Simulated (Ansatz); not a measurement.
Zr in Ansatz: the effect of functional

Zr:

```xyz
2
Lattice="3.2320 0.0000 0.0000 -1.6160 2.7990 0.0000 0.0000 0.0000 5.1470" Properties=species:S:1:pos:R:3 pbc="T T T"
Zr   -0.0078    1.8869    1.3068
Zr    1.6238    0.9121    3.8402
```

The cell isn't the ideal one: atom 2 moved 0.06 Å.

Alike in all runs:

| Item | Value |
| --- | --- |
| Program | Ansatz 0.2.0 |
| Task | band structure |
| Potentials or basis | Ansatz PAW |
| k mesh | 9 × 9 × 5 |
| Occupations | fermi-dirac, width 0.05 eV |
| Spin | no spin polarisation |

Q: One run gave: pressure 0.9 GPa; largest force 0.16 eV/Å. Which functional did it use?
A. r2SCAN
B. BLYP
C. PBEsol
D. LDA

A: A.

```csv
functional,cutoff,pressure (GPa),largest force (eV/Å)
LDA,420 eV,-6.0,0.14
PBEsol,420 eV,-3.2,0.15
BLYP,420 eV,3.7,0.18
r2SCAN,500 eV,0.9,0.16
```

Caveats: the PAW data sets come from PBE, with cores solved anew for the run's functional, which leaves a small shift of forces and pressure; the potentials were made for another functional, which shifts forces and pressure (some runs).

Not every run made on this cell is shown here.
